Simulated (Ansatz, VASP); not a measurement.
## Si in VASP and in Ansatz

```
Si
1.0
     3.95548    0.00000    0.00000
     0.00000    5.59390    0.00000
     0.00000    0.00000    3.75924
Si
4
Cartesian
  0.0000 0.0156 0.0000
  1.9777 1.3829 0.0000
  1.9777 2.8126 1.8796
  0.0000 4.1798 1.8796
```

The cell was built by a generator and needn't be a form met in nature.

Alike in both runs: functional LDA; k mesh 10 × 6 × 10; occupations gaussian, width 0.01 eV; no spin polarisation.

Ansatz relaxed the structure, and its values are those at the end. VASP's run is a single point on that final structure, the one shown.

```csv
,VASP,Ansatz
version,VASP 6.6.1,Ansatz 0.2.0
potentials or method,"VASP PAW LDA potentials, release 64 (Si)","scalar-relativistic, plane waves, PAW"
plane-wave cutoff (eV),520,420
valence electrons in the cell,16,16
```

```tsv
	VASP	Ansatz	Ansatz less VASP
gap on the k mesh at the Fermi level (eV)	0.16	0.16	+0.006
least direct gap on the mesh (eV)	0.16	0.16	+0.006
pressure (GPa)	-4.6	-4.6	-0.05
```

Ansatz warned: «pseudo_functional_mismatch».

A k mesh can miss the band edges. As with any semilocal functional, this LDA gap is likely too small.
